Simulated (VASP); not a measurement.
The system is GaAs.

```xyz
2
Lattice="0.0000 2.8314 2.8314 2.8314 0.0000 2.8314 2.8314 2.8314 0.0000" Properties=species:S:1:pos:R:3 pbc="T T T"
Ga    0.0000    0.0000    0.0000
As    4.2471    4.2471    4.2471
```

The cell is a database's computed one.

Base run:

* Program: VASP 6.6.1
* Functional: r2SCAN
* Potentials or basis: VASP PAW PBE potentials, release 64 (Ga_d, As)
* Cutoff: 520 eV
* k mesh: 10 × 10 × 10
* Occupations: gaussian, width 0.02 eV
* Spin: no spin polarisation

Its results: band gap on the k mesh 0.96 eV, direct; pressure 0.3 GPa.

Question: The run is repeated on the same cell with these changes: functional from r2SCAN to PBEsol; cutoff from 520 eV to 700 eV. What comes out?

Answer: Band gap on the k mesh 0.42 eV, direct; pressure 0.0 GPa.

r2SCAN gives the wider gap, since meta-GGAs in the generalised Kohn-Sham scheme recover part of the derivative discontinuity.

Caveats: the PAW data sets were made with another functional, which shifts forces and pressure a little.

A k mesh can miss the band edges.

Not every run made on this cell is shown here.
